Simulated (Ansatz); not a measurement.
Si:

```xyz
1
Lattice="2.6205 0.0000 0.0000 -1.3103 2.2695 0.0000 0.0000 0.0000 2.4664" Properties=species:S:1:pos:R:3 pbc="T T T"
Si    0.0000    0.0000    0.0000
```

This isn't the form of Si at room conditions, which is diamond.

```yaml
Program: Ansatz 0.2.0
Task: relaxation of cell and atoms
Functional: BLYP
Potentials_or_basis: Ansatz PAW
Cutoff: "420 eV (not typed: the program's choice for these potentials)"
k_mesh: 12 × 12 × 11
Occupations: fermi-dirac, width 0.05 eV
Spin: no spin polarisation
```

At the start: volume 14.67 Å³/atom.

How do energy, volume and symmetry change on relaxing?

It ends after 8 steps and the volume is 16.30 Å³/atom (+11.1 %); space group P6/mmm (No. 191, to 0.05 Å).

Step by step:
```
step  energy change (eV)  largest force (eV/Å)  volume (Å³)
   1              0.0000                0.0000        14.67
   2             -0.0406                0.0000        15.66
   3             -0.0462                0.0000        16.16
   4             -0.0464                0.0000        16.28
   5             -0.0464                0.0000        16.28
   6             -0.0470                0.0000        16.28
   7             -0.0470                0.0000        16.30
   8             -0.0470                0.0000        16.30
```

Final structure:
```
Si
1.0
     2.71197    0.00000    0.00000
    -1.35598    2.34863    0.00000
     0.00000    0.00000    2.55852
Si
1
Direct
  0.00000 0.00000 0.00000
```

Caveat: the plane-wave basis is chosen anew once the cell has moved, so the energies of steps on either side of that aren't comparable; the PAW data sets come from PBE, with cores solved anew for the run's functional, which leaves a small shift of forces and pressure.
